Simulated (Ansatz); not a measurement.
# MgSi under changes of volume

One of the cells (17.355 Å³/atom); the others are scaled copies at fixed shape and fractional positions:

```xyz
2
Lattice="2.9084 0.0000 0.0000 0.0000 2.9084 0.0000 0.0000 0.0000 4.1034" Properties=species:S:1:pos:R:3 pbc="T T T"
Si    1.4542    1.4542    2.0517
Mg    0.0000    0.0000    0.0000
```

The cell comes from a database or a generator and needn't be the stable form of this composition.

```yaml
Program: Ansatz 0.2.0
Functional: PBEsol
Potentials_or_basis: all-electron LAPW, scalar-relativistic
Cutoff: 139 eV (chosen from the basis error)
Basis_error_allowed: 0.001 eV/atom
k_mesh: 9 × 9 × 7
Occupations: fermi-dirac, width 0.05 eV
Spin: no spin polarisation
```

```tsv
volume (Å³/atom)	energy over the lowest point (meV/atom)	pressure (GPa)
16.314	?	?
16.661	0.91	1.1
17.008	0.00	-0.3
17.355	1.99	-1.5
17.702	6.60	-2.7
18.049	13.58	-3.7
18.396	22.66	-4.6
```

What does the run at 16.314 Å³/atom give?

Energy over the lowest point 5.02 meV/atom; pressure 2.7 GPa.

Worked out: A Birch-Murnaghan fit of order 3 (a polynomial in V^(-2/3)) to the other rows has its minimum at 16.94 Å³/atom with B0 = V·E''(V) = 67 GPa and B' = 4.2 at fixed shape and positions, which overstates the stiffness. It gives 5.06 meV/atom at 16.314 Å³/atom, against the run's 5.02, and -dE/dV = 2.7 GPa, against 2.7.

Energies are extrapolated to zero smearing.
